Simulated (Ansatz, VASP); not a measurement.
## Si53CN72 (C_Si): VASP beside Ansatz

One calculation is typed for both programs; each brings its own data sets. How far apart do they land? The structure shown is the start of the Ansatz relaxation below; VASP solves that cell, so the two are compared at the walk's first step.

Program: Ansatz 0.2.0. Level of theory: plane waves, with VASP 6.6.1 beside it; single point at PBEsol. Results are calculated unless marked as measured.

### Step 1. The starting structure

The cell holds 126 atoms: 53 Si, 72 N and 1 C. Its edges and angles: a = 13.206 Å, b = 13.206 Å, c = 8.731 Å, α = 90.0°, β = 90.0°, γ = 120.0°. It derives from Si3N4 (Si3N4 (P6_3/m)). Nearest the centre at fractional (0.353, 0.473, 0.583): C126 at 0.05 Å, N84 at 1.71 Å, N88 at 1.73 Å, N112 at 1.76 Å, N79 at 1.77 Å, Si2 at 2.89 Å, Si37 at 2.93 Å, Si31 at 2.99 Å. The cell carries charge −1.

### Step 2. Ansatz: relaxation, PBEsol

Ansatz runs on its PAW soft_1 files.

The two programs are compared at the cell with which this relaxation starts, whose forces are those of its first step.

The input, input.yaml:

```yaml
crystal:
  lattice:
    - [11.43668588, 6.60297367, 0.0]
    - [-11.43668588, 6.60297367, 0.0]
    - [0.0, 0.0, 2.91025578]
  atoms:
    - { symbol: Si, position: [0.01950046, 0.80655545, 0.75] }
    - { symbol: Si, position: [0.3528338, 0.47322211, 0.75] }
    - { symbol: Si, position: [0.68616713, 0.13988878, 0.75] }
    - { symbol: Si, position: [0.21294502, 0.01950046, 0.25] }
    - { symbol: Si, position: [0.54627835, 0.68616713, 0.25] }
    - { symbol: Si, position: [0.87961168, 0.3528338, 0.25] }
    - { symbol: Si, position: [0.13988878, 0.45372165, 0.25] }
    - { symbol: Si, position: [0.47322211, 0.12038832, 0.25] }
    - { symbol: Si, position: [0.80655545, 0.78705498, 0.25] }
    - { symbol: Si, position: [0.19344455, 0.21294502, 0.75] }
    - { symbol: Si, position: [0.52677789, 0.87961168, 0.75] }
    - { symbol: Si, position: [0.86011122, 0.54627835, 0.75] }
    - { symbol: Si, position: [0.12038832, 0.6471662, 0.75] }
    - { symbol: Si, position: [0.45372165, 0.31383287, 0.75] }
    - { symbol: Si, position: [0.78705498, 0.98049954, 0.75] }
    - { symbol: Si, position: [0.31383287, 0.86011122, 0.25] }
    - { symbol: Si, position: [0.6471662, 0.52677789, 0.25] }
    - { symbol: Si, position: [0.98049954, 0.19344455, 0.25] }
    - { symbol: "N", position: [0.0, 0.66666667, 0.75] }
    - { symbol: "N", position: [0.33333333, 0.33333333, 0.75] }
    - { symbol: "N", position: [0.66666667, 0.0, 0.75] }
    - { symbol: "N", position: [0.0, 0.33333333, 0.25] }
    - { symbol: "N", position: [0.33333333, 0.0, 0.25] }
    - { symbol: "N", position: [0.66666667, 0.66666667, 0.25] }
    - { symbol: "N", position: [0.21345843, 0.45653274, 0.75] }
    - { symbol: "N", position: [0.54679176, 0.12319941, 0.75] }
    - { symbol: "N", position: [0.8801251, 0.78986608, 0.75] }
    - { symbol: "N", position: [0.09025902, 0.8801251, 0.25] }
    - { symbol: "N", position: [0.42359235, 0.54679176, 0.25] }
    - { symbol: "N", position: [0.75692569, 0.21345843, 0.25] }
    - { symbol: "N", position: [0.12319941, 0.57640765, 0.25] }
    - { symbol: "N", position: [0.45653274, 0.24307431, 0.25] }
    - { symbol: "N", position: [0.78986608, 0.90974098, 0.25] }
    - { symbol: "N", position: [0.21013392, 0.09025902, 0.75] }
    - { symbol: "N", position: [0.54346726, 0.75692569, 0.75] }
    - { symbol: "N", position: [0.87680059, 0.42359235, 0.75] }
    - { symbol: "N", position: [0.1198749, 0.21013392, 0.25] }
    - { symbol: "N", position: [0.45320824, 0.87680059, 0.25] }
    - { symbol: "N", position: [0.78654157, 0.54346726, 0.25] }
    - { symbol: "N", position: [0.24307431, 0.78654157, 0.75] }
    - { symbol: "N", position: [0.57640765, 0.45320824, 0.75] }
    - { symbol: "N", position: [0.90974098, 0.1198749, 0.75] }
  supercell: [1, 1, 3]
  defects: [{ substitution: { at: 43, symbol: C } }]
total_charge: -1
basis:
  ecutwfc: 420
  xc_grid: 2
hamiltonian:
  xc: pbesol
  pseudopotentials: { kind: paw, azcp: { folder: soft_1 }, xc_functional: pbe }
kpoints:
  mp_grid: { grid: [1, 1, 1], shift: [0.25, 0.25, 0.25] }
magnetization:
  spin_polarized: true
  initial_magnetization: 1
  spin_locking: { lock_magnetization: hard }
scf:
  occupations: { method: fixed }
  max_iter: 80
output:
  forces: true
  charged_corrections: { epsilon: [4.29, 4.29, 4.37], static_epsilon: [8.29, 8.29, 8.25] }
relax:
  f_tol: 0.02
  max_steps: 80
  random_displacement: { amplitude: 0.05, seed: 344 }
checkpoint:
  write: "../qm1_M1.relax.run"
  compress: false
  write_wavefunctions: true
  write_every: 100000
```

Run with:

```bash
$ ansatz run input.yaml --threads 8 --pin off --max-ram 22609MiB --backend cpu --events-out ev --progress --plain --runs-dir out
```

Numbers of over 12 decimals in the logs are rounded to 6 here.

Output:

```text
Engine: ansatz 0.2.0, aarch64-unknown-linux-gnu
Pseudopotentials: kind: paw
Pseudopotential: Si, paw, valence charge 4, recommended cutoff 420 eV (normal), soft_1/Si.paw.azcp
Pseudopotential: N, paw, valence charge 5, recommended cutoff 420 eV (normal), soft_1/N.paw.azcp
Pseudopotential: C, paw, valence charge 4, recommended cutoff 420 eV (normal), soft_1/C.paw.azcp
Functional definition: PBEsol
  exchange = pbesol_x
  correlation = pbesol_c
Crystal: 126 atoms, lattice volume = 1318.628 Å³
Basis set: ecut = 420 eV, 25805 PW (Γ), exchange–correlation on 180×180×120 points (8 copies of the dense FFT grid, shifted against one another)
Bands: 415, of which v1, the nominal top of the filled ones, is band 289 counted from 1 (288 counted from 0)
Symmetry: 1 space group operations
k-points: 1
Non-local potential: Si, projectors of the file, l = 0: 2, l = 1: 2, l = 2: 1
Non-local potential: N, projectors of the file, l = 0: 2, l = 1: 2, l = 2: 1
Non-local potential: C, projectors of the file, l = 0: 2, l = 1: 2, l = 2: 1
PAW form: soft (Blöchl's): semilocal exchange-correlation on the pseudo side does not see the compensation charge
PAW frozen core: Si, regenerated for the run's functional, and the local potential with it (the file was generated under x = pbe(κ = 0.804, μ = 0.219515), c = pbe(β = 0.066725))
PAW frozen core: N, regenerated for the run's functional, and the local potential with it (the file was generated under x = pbe(κ = 0.804, μ = 0.219515), c = pbe(β = 0.066725))
PAW frozen core: C, regenerated for the run's functional, and the local potential with it (the file was generated under x = pbe(κ = 0.804, μ = 0.219515), c = pbe(β = 0.066725))
PAW one-centre angular grid: Si, 110 points (default); XC on 64 Gauss nodes
PAW one-centre angular grid: N, 110 points (default); XC on 64 Gauss nodes
PAW one-centre angular grid: C, 110 points (default); XC on 64 Gauss nodes
Initial density: superposition of atomic densities (chi_scale 0.1, normalization cell, long waves kept (reshape's long-wave potential 0.19 eV rms))
Starting moments: Σ|m| = 1 μB on 126 of 126 sites
Initial wavefunctions: pseudopotential atomic-orbital guess
Functional: x = pbesol(κ = 0.804, μ = 0.123457), c = pbesol(β = 0.046)
SCF iter   1: F=—  HF=-60659.068694 eV  |F-HF|=—  |Δ(HF+E_count)|=         —  Δρ=7.32e-2 (↑7.25e-2 ↓7.32e-2)  dr2=2.94e2  dr2_m=8.42e-2  M=1.000 μB ∫|m|=1.008 μB  β_m=0.30  ethr=3.10e-3  ⟨swp⟩=6.0  Hψ=3310  notcnv=0  defer=241
preconditioner: auto → Resta (q_TF=auto, 2.377 Å⁻¹)  ε∞=3.6  [insulator: Δε(μ)=0.613 eV  Ē_g=15.284 eV  n_scr=282 (ndim 8)  ℏωp=24.6 eV  f_vac=0.010  ε∞_Penn≈3.6]
spin=Collinear: Resta preconditioning applied to the charge; magnetization (m = ρ↑ − ρ↓) channel mixes plain (no charge-response kernel on spin).
SCF iter   2: F=—  HF=-60588.116753 eV  |F-HF|=—  |Δ(HF+E_count)|=    7.10e1  Δρ=3.76e-2 (↑3.71e-2 ↓3.76e-2)  dr2=7.42e1  dr2_m=4.60e-2  M=1.000 μB ∫|m|=1.010 μB  β_m=0.44  ethr=3.10e-3  ⟨swp⟩=3.0  Hψ=1441  notcnv=0  defer=243
SCF iter   3: F=—  HF=-60567.282166 eV  |F-HF|=—  |Δ(HF+E_count)|=    2.08e1  Δρ=1.40e-2 (↑1.39e-2 ↓1.40e-2)  dr2=5.19e0  dr2_m=8.65e-3  M=1.000 μB ∫|m|=1.066 μB  β_m=0.70  ethr=3.10e-3  ⟨swp⟩=3.0  Hψ=1298  notcnv=0  defer=246
SCF iter   4: F=—  HF=-60566.417704 eV  |F-HF|=—  |Δ(HF+E_count)|=   8.64e-1  Δρ=1.75e-3 (↑1.75e-3 ↓1.70e-3)  dr2=1.73e-1  dr2_m=1.07e-4  M=1.000 μB ∫|m|=1.067 μB  β_m=0.67  ethr=8.99e-4  ⟨swp⟩=2.0  Hψ=852  notcnv=0  defer=247
SCF iter   5: F=—  HF=-60566.433021 eV  |F-HF|=—  |Δ(HF+E_count)|=   1.53e-2  Δρ=7.73e-4 (↑7.60e-4 ↓7.73e-4)  dr2=3.56e-2  dr2_m=5.77e-5  M=1.000 μB ∫|m|=1.057 μB  β_m=0.77  ethr=2.99e-5  ⟨swp⟩=3.0  Hψ=1103  notcnv=0  defer=249
SCF iter   6: F=—  HF=-60566.447856 eV  |F-HF|=—  |Δ(HF+E_count)|=   1.48e-2  Δρ=3.41e-4 (↑3.41e-4 ↓3.36e-4)  dr2=7.39e-3  dr2_m=1.03e-5  M=1.000 μB ∫|m|=1.052 μB  β_m=0.88  ethr=6.17e-6  ⟨swp⟩=2.5  Hψ=1030  notcnv=0  defer=249
SCF iter   7: F=—  HF=-60566.452928 eV  |F-HF|=—  |Δ(HF+E_count)|=   5.07e-3  Δρ=1.37e-4 (↑1.37e-4 ↓1.32e-4)  dr2=1.35e-3  dr2_m=2.85e-6  M=1.000 μB ∫|m|=1.050 μB  β_m=0.84  ethr=1.28e-6  ⟨swp⟩=2.0  Hψ=1281  notcnv=0  defer=249
SCF iter   8: F=—  HF=-60566.453597 eV  |F-HF|=—  |Δ(HF+E_count)|=   6.69e-4  Δρ=6.14e-5 (↑6.14e-5 ↓5.99e-5)  dr2=2.45e-4  dr2_m=4.73e-7  M=1.000 μB ∫|m|=1.050 μB  β_m=0.82  ethr=2.34e-7  ⟨swp⟩=2.5  Hψ=1087  notcnv=0  defer=249
SCF iter   9: F=—  HF=-60566.453787 eV  |F-HF|=—  |Δ(HF+E_count)|=   1.91e-4  Δρ=1.76e-5 (↑1.76e-5 ↓1.72e-5)  dr2=2.44e-5  dr2_m=4.54e-8  M=1.000 μB ∫|m|=1.050 μB  β_m=0.84  ethr=4.24e-8  ⟨swp⟩=2.5  Hψ=1061  notcnv=0  defer=249
SCF iter  10: F=-60566.453822 eV  HF=-60566.453824 eV  |F-HF|=2.09e-6  |Δ(HF+E_count)|=   3.64e-5  Δρ=1.13e-5 (↑1.13e-5 ↓1.02e-5)  dr2=7.19e-6  dr2_m=4.19e-8  M=1.000 μB ∫|m|=1.050 μB  ethr=1.73e-9  ⟨swp⟩=4.5  Hψ=2432  notcnv=0
SCF 1 converged in 10 iterations: F = -60566.453822 eV  dr2 = 7.19e-6
[...]
- { symbol: N, position: [0.332245, 0.330753, 0.250729] }
    - { symbol: N, position: [0.666051, -0.00130377, 0.250810] }
    - { symbol: N, position: [0.00204218, 0.334425, 0.081243] }
    - { symbol: N, position: [0.333790, 0.000613124, 0.083145] }
    - { symbol: N, position: [0.666307, 0.666258, 0.084354] }
    - { symbol: N, position: [0.212150, 0.454090, 0.249464] }
    - { symbol: N, position: [0.547787, 0.125384, 0.250815] }
    - { symbol: N, position: [0.878977, 0.788568, 0.250794] }
    - { symbol: N, position: [0.089709, 0.880628, 0.082980] }
    - { symbol: N, position: [0.422463, 0.543058, 0.094981] }
    - { symbol: N, position: [0.757921, 0.214136, 0.083821] }
    - { symbol: N, position: [0.125609, 0.577337, 0.083264] }
    - { symbol: N, position: [0.456285, 0.242829, 0.083299] }
    - { symbol: N, position: [0.790391, 0.909960, 0.083290] }
    - { symbol: N, position: [0.209202, 0.089506, 0.249316] }
    - { symbol: N, position: [0.537850, 0.750412, 0.256522] }
    - { symbol: N, position: [0.878682, 0.424454, 0.249936] }
    - { symbol: N, position: [0.120477, 0.210623, 0.082393] }
    - { symbol: N, position: [0.454253, 0.878308, 0.086637] }
    - { symbol: N, position: [0.788209, 0.544281, 0.083261] }
    - { symbol: N, position: [0.244042, 0.787745, 0.251596] }
    - { symbol: N, position: [0.577589, 0.452074, 0.250153] }
    - { symbol: N, position: [0.909667, 0.120378, 0.249222] }
    - { symbol: Si, position: [0.018811, 0.807276, 0.583542] }
    - { symbol: C, position: [0.346831, 0.468880, 0.575117] }
    - { symbol: Si, position: [0.687174, 0.140078, 0.583720] }
    - { symbol: Si, position: [0.213891, 0.022002, 0.417527] }
    - { symbol: Si, position: [0.536733, 0.677519, 0.426610] }
    - { symbol: Si, position: [0.881303, 0.353499, 0.416686] }
    - { symbol: Si, position: [0.143828, 0.453165, 0.417459] }
    - { symbol: Si, position: [0.474017, 0.123185, 0.417707] }
    - { symbol: Si, position: [0.802962, 0.784475, 0.416980] }
    - { symbol: Si, position: [0.196293, 0.221240, 0.581882] }
    - { symbol: Si, position: [0.526776, 0.876950, 0.587026] }
    - { symbol: Si, position: [0.861652, 0.547370, 0.583181] }
    - { symbol: Si, position: [0.122716, 0.648112, 0.583615] }
    - { symbol: Si, position: [0.451171, 0.319210, 0.582698] }
    - { symbol: Si, position: [0.787173, 0.980147, 0.583990] }
    - { symbol: Si, position: [0.315457, 0.861869, 0.418135] }
    - { symbol: Si, position: [0.647498, 0.526152, 0.417018] }
    - { symbol: Si, position: [0.980381, 0.193596, 0.416363] }
    - { symbol: N, position: [0.00190891, 0.667847, 0.583423] }
[...]
- { symbol: Si, position: [0.019491, 0.807137, 0.915647] }
    - { symbol: Si, position: [0.365396, 0.482004, 0.907764] }
    - { symbol: Si, position: [0.687381, 0.141374, 0.916152] }
    - { symbol: Si, position: [0.213901, 0.023102, 0.749169] }
    - { symbol: Si, position: [0.531597, 0.669301, 0.756800] }
    - { symbol: Si, position: [0.884018, 0.354749, 0.749362] }
    - { symbol: Si, position: [0.149587, 0.455184, 0.747836] }
[...]
- { symbol: Si, position: [0.527280, 0.879549, 0.919341] }
    - { symbol: Si, position: [0.861797, 0.547137, 0.916345] }
    - { symbol: Si, position: [0.122920, 0.647430, 0.915654] }
    - { symbol: Si, position: [0.454203, 0.314415, 0.916546] }
    - { symbol: Si, position: [0.787232, 0.980799, 0.916464] }
    - { symbol: Si, position: [0.315256, 0.862430, 0.751110] }
    - { symbol: Si, position: [0.647989, 0.526502, 0.750225] }
    - { symbol: Si, position: [0.982196, 0.194749, 0.749528] }
[...]
- { symbol: N, position: [0.539760, 0.755374, 0.919704] }
    - { symbol: N, position: [0.879249, 0.424631, 0.916294] }
    - { symbol: N, position: [0.121732, 0.212437, 0.750107] }
    - { symbol: N, position: [0.454347, 0.879320, 0.752663] }
    - { symbol: N, position: [0.788307, 0.544384, 0.749877] }
    - { symbol: N, position: [0.244167, 0.788029, 0.917422] }
    - { symbol: N, position: [0.579330, 0.451538, 0.917023] }
    - { symbol: N, position: [0.910388, 0.120636, 0.915787] }
```

The column dr2 measures how far the density is from self-consistency, as an energy; F and HF (Harris–Foulkes) agree once it is small.

(Part 1 of 2 ends here.)

[Lines on the potential files, build, host, timing and source positions are cut from VASP's logs without a mark.]

[Logs are printed without paths, hosts, clocks, repeated set-up lines and the standing remarks that a program may print on its own settings, such as how far it seeks lower states.]

[Hosts, paths, dates, database ids (printed as entryN), source tags and the programs' standing remarks are cut or masked in the printed files.]
